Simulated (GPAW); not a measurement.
The system is BaTiO3.

```xyz
5
Lattice="3.9998 0.0000 0.0000 0.0000 3.9998 0.0000 0.0000 0.0000 4.0180" Properties=species:S:1:pos:R:3 pbc="T T T"
Ba    0.0000    0.0000    0.0000
Ti    1.9999    1.9999    1.9688
O     0.0000    1.9999    2.0773
O     1.9999    0.0000    2.0773
O     1.9999    1.9999    0.0763
```

Base run:

```yaml
Program: GPAW 26.7.0
Functional: GLLB-SC
Potentials_or_basis: the program's PAW data sets (release 1.2.1) made for this functional
Cutoff: 650 eV
Basis: pw
k_mesh: 6 × 6 × 6
Occupations: fermi-dirac, width 0.001 eV
Spin: no spin polarisation
```

Its results: band gap on the k mesh, kohn-sham part alone 2.96 eV, indirect (least direct gap 3.11 eV); electronic dielectric tensor (diagonal) 4.44, 4.44, 4.30.

Task: The run is repeated on the same cell with these changes: functional from GLLB-SC to RPBE. What comes out?

Result: Band gap on the k mesh 1.85 eV, indirect (least direct gap 2.13 eV); electronic dielectric tensor (diagonal) 5.85, 5.85, 5.50.

Caveats: the long-wavelength limit can be off by several per cent where d states take part; spin-orbit coupling is left out, which moves the levels of the heavy elements; an odd mesh through Γ misses points on the zone boundary, where band edges often lie; a model potential gives levels but no total energy (some runs); response on these states lacks terms of the Hamiltonian (some runs).
